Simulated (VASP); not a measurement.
## Input and output of a VASP PBE single-point calculation on TePb (distorted rocksalt)

INCAR

```
LWAVE = .FALSE.
NSW = 0
GGA = PE
LCHARG = .TRUE.
NBANDS = 17
EDIFF = 1E-7
ENCUT = 520
NELM = 120
LASPH = .TRUE.
ISMEAR = -1
LREAL = .FALSE.
SIGMA = 0.02
LELF = .TRUE.
ISIF = 2
PREC = Accurate
IBRION = -1
```

KPOINTS

```
KPOINTS created by Atomic Simulation Environment
0
Gamma
6 6 6
0 0 0
```

POSCAR

```
Pb Te
 1.0000000000000000
     0.0579000000000000    3.2786000000000000    3.3016999999999999
     3.3142000000000000    0.0614000000000000    3.2980999999999998
     3.3331000000000000    3.2940000000000000    0.0425000000000000
 Pb  Te
   1   1
Cartesian
  3.2865960300000001  0.1721723400000000  3.3121573099999999
  3.4056896700000001  3.3481692399999998  3.2679122599999997
```

VASP ran with the recommended PBE PAW datasets (20 valence electrons in the cell).

Command

```
mpirun -np 1 vasp_std
```

From OUTCAR

```
k-points           NKPTS =    112   k-points in BZ     NKDIM =    112   number of bands    NBANDS=     17

   NELECT =      20.0000    total number of electrons

   dimension x,y,z NGX =    36 NGY =   36 NGZ =   36
   dimension x,y,z NGXF=    72 NGYF=   72 NGZF=   72

  energy-cutoff  :      520.00
  volume of cell :       70.32
      direct lattice vectors                 reciprocal lattice vectors
     0.057900000  3.278600000  3.301700000    -0.154456868  0.154324781  0.152337834
     3.314200000  0.061400000  3.298100000     0.152681079 -0.156463475  0.152691315
     3.333100000  3.294000000  0.042500000     0.150888788  0.152895456 -0.154471788

 k-points in reciprocal lattice and weights: KPOINTS created by Atomic Simulation Env
   0.00000000  0.00000000  0.00000000       0.005
   0.16666667  0.00000000 -0.00000000       0.009
   0.33333333  0.00000000 -0.00000000       0.009
   0.50000000  0.00000000 -0.00000000       0.005
   0.00000000  0.16666667  0.00000000       0.009
   0.16666667  0.16666667 -0.00000000       0.009
   0.33333333  0.16666667 -0.00000000       0.009
   0.50000000  0.16666667 -0.00000000       0.009
   ...

 E-fermi :   5.5272

 k-point     1 :       0.0000    0.0000    0.0000
  band No.  band energies     occupation
      1     -11.5535      2.00000
      2     -11.5493      2.00000
      3     -11.5447      2.00000
      4     -11.5415      2.00000
      5     -11.5400      2.00000
      6      -6.5989      2.00000
      7      -0.5889      2.00000
      8       3.7464      2.00000
      9       3.9394      2.00000
     10       4.0354      2.00000
     11       8.9445      0.00000
     12       9.0778      0.00000
     13       9.2440      0.00000
     14      10.8329      0.00000
     15      11.0963      0.00000
     16      11.2044      0.00000
     17      12.5032      0.00000

 k-point     2 :       0.1667    0.0000   -0.0000
  band No.  band energies     occupation
      1     -11.5555      2.00000
      2     -11.5500      2.00000
      3     -11.5443      2.00000
      4     -11.5403      2.00000
      5     -11.5368      2.00000
      6      -6.3767      2.00000
      7      -1.2040      2.00000
      8       3.8517      2.00000
      9       4.0021      2.00000
     10       4.2744      2.00000
     11       7.8887      0.00000
     12       8.2074      0.00000
     13       8.3202      0.00000
     14      10.8896      0.00000
     15      11.3292      0.00000
     16      11.6096      0.00000
     17      13.9863      0.00000

 k-point     3 :       0.3333    0.0000   -0.0000
  band No.  band energies     occupation
      1     -11.5614      2.00000
      2     -11.5556      2.00000
      3     -11.5431      2.00000
      4     -11.5335      2.00000
      5     -11.5293      2.00000
      6      -5.7797      2.00000
      7      -2.4352      2.00000
      8       4.0631      2.00000
      9       4.1807      2.00000
     10       4.6986      2.00000
     11       6.5441      0.00000
     12       6.9827      0.00000
     13       7.0613      0.00000
     14      11.7281      0.00000
     15      12.6743      0.00000
     16      12.9692      0.00000
     17      15.9704      0.00000

 k-point     4 :       0.5000    0.0000   -0.0000
  band No.  band energies     occupation
      1     -11.5646      2.00000
      2     -11.5587      2.00000
      3     -11.5427      2.00000
      4     -11.5295      2.00000
      5     -11.5253      2.00000
      6      -5.2926      2.00000
      7      -3.1926      2.00000
      8       4.2211      2.00000
      9       4.3287      2.00000
     10       4.9635      2.00000
     11       5.9272      0.00000
     12       6.4195      0.00000
     13       6.5070      0.00000
     14      13.3363      0.00000
     15      14.1189      0.00000
     16      14.4392      0.00000
     17      14.7002      0.00000

 k-point     5 :       0.0000    0.1667    0.0000
  band No.  band energies     occupation
      1     -11.5545      2.00000
      2     -11.5520      2.00000
      3     -11.5431      2.00000
      4     -11.5402      2.00000
      5     -11.5371      2.00000
      6      -6.3731      2.00000
      7      -1.2115      2.00000
      8       3.8239      2.00000
      9       4.0342      2.00000
     10       4.2687      2.00000
     11       7.9068      0.00000
     12       8.2031      0.00000
     13       8.3260      0.00000
     14      10.8670      0.00000
     15      11.3284      0.00000
     16      11.5858      0.00000
     17      13.9864      0.00000

 k-point     6 :       0.1667    0.1667   -0.0000
  band No.  band energies     occupation
      1     -11.5606      2.00000
      2     -11.5478      2.00000
      3     -11.5442      2.00000
      4     -11.5402      2.00000
      5     -11.5348      2.00000
      6      -6.3053      2.00000
      7      -1.2641      2.00000
      8       3.3681      2.00000
      9       3.6203      2.00000
     10       4.8099      2.00000
     11       6.9075      0.00000
     12       9.0407      0.00000
     13       9.3505      0.00000
     14      10.0178      0.00000
     15      12.1335      0.00000
     16      12.4003      0.00000
     17      12.9942      0.00000

 k-point     7 :       0.3333    0.1667   -0.0000
  band No.  band energies     occupation
      1     -11.5682      2.00000
      2     -11.5500      2.00000
      3     -11.5440      2.00000
      4     -11.5358      2.00000
      5     -11.5281      2.00000
      6      -5.8405      2.00000
      7      -2.0592      2.00000
      8       3.2380      2.00000
      9       3.4024      2.00000
     10       4.0879      2.00000
     11       7.3063      0.00000
     12       8.3726      0.00000
     13       8.7492      0.00000
     14      10.1909      0.00000
     15      13.2443      0.00000
     16      13.5235      0.00000
     17      14.6966      0.00000

 k-point     8 :       0.5000    0.1667   -0.0000
  band No.  band energies     occupation
      1     -11.5699      2.00000
      2     -11.5565      2.00000
      3     -11.5406      2.00000
      4     -11.5328      2.00000
      5     -11.5244      2.00000
      6      -5.2524      2.00000
      7      -2.9507      2.00000
      8       2.9388      2.00000
      9       3.5207      2.00000
     10       3.9541      2.00000
     11       7.1428      0.00000
     12       7.6124      0.00000
     13       8.3604      0.00000
     14      11.6389      0.00000
     15      13.9612      0.00000
     16      14.4465      0.00000
     17      14.9495      0.00000

 k-point     9 :      -0.3333    0.1667    0.0000
  band No.  band energies     occupation
      1     -11.5643      2.00000
      2     -11.5592      2.00000
      3     -11.5411      2.00000
      4     -11.5317      2.00000
      5     -11.5275      2.00000
      6      -5.4031      2.00000
      7      -2.7786      2.00000
      8       2.6635      2.00000
      9       4.1037      2.00000
     10       4.5627      2.00000
     11       6.4738      0.00000
     12       6.8026      0.00000
     13       9.0149      0.00000
     14      11.8885      0.00000
     15      12.6405      0.00000
     16      14.1571      0.00000
     17      15.3363      0.00000

 k-point    10 :      -0.1667    0.1667    0.0000
  band No.  band energies     occupation
      1     -11.5591      2.00000
      2     -11.5536      2.00000
      3     -11.5439      2.00000
      4     -11.5357      2.00000
      5     -11.5328      2.00000
      6      -6.0193      2.00000
      7      -1.8659      2.00000
      8       3.0672      2.00000
      9       4.3275      2.00000
     10       4.8796      2.00000
     11       6.5708      0.00000
     12       6.9772      0.00000
     13       9.2157      0.00000
     14      11.0354      0.00000
     15      11.5086      0.00000
     16      13.3461      0.00000
     17      13.6403      0.00000

 k-point    11 :       0.0000    0.3333    0.0000
  band No.  band energies     occupation
      1     -11.5599      2.00000
      2     -11.5585      2.00000
      3     -11.5422      2.00000
      4     -11.5329      2.00000
      5     -11.5296      2.00000
      6      -5.7627      2.00000
      7      -2.4615      2.00000
      8       4.0438      2.00000
      9       4.1776      2.00000
     10       4.7183      2.00000
     11       6.5373      0.00000
     12       7.0111      0.00000
     13       7.0536      0.00000
     14      11.7214      0.00000
     15      12.6609      0.00000
     16      12.9527      0.00000
     17      15.9143      0.00000

 ...

  Total       -0.0385268      0.4945521      0.1390397     -0.1653903     -0.0689825     -0.0940737
  in kB       -0.8778044     11.2679972      3.1679148     -3.7682947     -1.5717150     -2.1433982
  external PRESSURE =       4.5193692 kB  Pullay stress =       0.0000000 kB

 POSITION                                       TOTAL-FORCE (eV/Angst)
 -----------------------------------------------------------------------------------
      3.28660      0.17217      3.31216         0.019643     -0.040453     -0.015152
      3.40569      3.34817      3.26791        -0.019643      0.040453      0.015152
 -----------------------------------------------------------------------------------
    total drift:                                0.000011     -0.000090     -0.000011

  FREE ENERGIE OF THE ION-ELECTRON SYSTEM (eV)
  ---------------------------------------------------
  free  energy   TOTEN  =        -7.5168556855 eV

  energy  without entropy=       -7.5168556853  energy(sigma->0) =       -7.51685569
```

- gap between bands v and c on the k mesh: 0.68 eV
- least direct gap on the k mesh: 0.83 eV
- pressure: 0.5 GPa
- largest force: 0.05 eV/Å

Band v is the last that the valence electrons fill when counted band by band, and c is the next.

The run took about 1.8 min on one core of a shared host (Intel Xeon Platinum 8488C) and held 0.3 GiB at most.
